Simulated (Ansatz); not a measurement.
Relaxation path: W (hcp type)

DFT, PBE, PAW with Ansatz's default frozen-core files, scalar-relativistic (Ansatz 0.2.0); a Γ-centred 18×18×10 k mesh, Fermi–Dirac smearing of 0.05 eV, no spin polarisation. The run relaxes cell and atoms at a target pressure of 0 GPa.

Command: `ansatz run input.yaml --threads 1 --pin off --max-ram 3584MiB --backend cpu --events-out ev --progress --plain --runs-dir out` It took 40 s on 1 thread of Intel(R) Xeon(R) Platinum 8488C (Sapphire Rapids) (shared host), peak memory 0.42 GiB.

PAW: frozen-core files, cutoff 420 eV; forces are relaxed below 0.005 eV/Å.

Each step lists its free energy a cell above the last geometry, the pressure, the cell vectors (Å), and Cartesian positions (Å) with forces (eV/Å).

The first step:

```
step 1  dF = 153.91 meV  P = 4.94 GPa
  cell 2.8445 0.0000 0.0000  -1.4223 2.4634 0.0000  0.0000 0.0000 4.6081
  W 0.0000 1.6423 1.1520   0.0000 0.0000 0.0000
  W 1.4223 0.8211 3.4561   0.0000 0.0000 0.0000
```

Spin–orbit coupling is left out, which matters for the heavy atoms.

The symmetry of the start is kept and no stability test is made, so the end need not be the stable phase.

Where does the relaxation end, and by which steps?

After 6 geometries, with conventional a, b, c = 2.776, 2.776, 4.951 Å, at 16.526 Å³/atom (+2.36 % against the start) in space group P6_3/mmc, with a shortest distance of 2.776 Å. The further steps:
```
step 2  dF = 52.76 meV  P = -5.58 GPa
  cell 2.8333 0.0000 0.0000  -1.4166 2.4537 0.0000  0.0000 0.0000 4.8340
  W 0.0000 1.6358 1.2085   0.0000 0.0000 0.0000
  W 1.4166 0.8179 3.6255   0.0000 0.0000 0.0000
step 3  dF = 20.91 meV  P = -3.83 GPa
  cell 2.7703 0.0000 0.0000  -1.3851 2.3991 0.0000  0.0000 0.0000 5.0640
  W 0.0000 1.5994 1.2660   0.0000 0.0000 0.0000
  W 1.3851 0.7997 3.7980   0.0000 0.0000 0.0000
step 4  dF = 1.09 meV  P = -1.48 GPa
  cell 2.7839 0.0000 0.0000  -1.3919 2.4109 0.0000  0.0000 0.0000 4.9488
  W 0.0000 1.6073 1.2372   0.0000 0.0000 0.0000
  W 1.3919 0.8036 3.7116   0.0000 0.0000 0.0000
step 5  dF = 0.00 meV  P = 0.06 GPa
  cell 2.7763 0.0000 0.0000  -1.3881 2.4043 0.0000  0.0000 0.0000 4.9505
  W 0.0000 1.6029 1.2376   0.0000 0.0000 0.0000
  W 1.3881 0.8014 3.7129   0.0000 0.0000 0.0000
step 6  dF = 0.00 meV  P = 0.00 GPa
  cell 2.7765 0.0000 0.0000  -1.3882 2.4045 0.0000  0.0000 0.0000 4.9508
  W 0.0000 1.6030 1.2377   0.0000 0.0000 0.0000
  W 1.3882 0.8015 3.7131   0.0000 0.0000 0.0000
step 7  dF = -0.44 meV  P = 0.00 GPa  (same geometry on a basis chosen anew; earlier energies don't compare to the last digit)
  cell 2.7765 0.0000 0.0000  -1.3882 2.4045 0.0000  0.0000 0.0000 4.9508
  W 0.0000 1.6030 1.2377   0.0000 0.0000 0.0000
  W 1.3882 0.8015 3.7131   0.0000 0.0000 0.0000
```
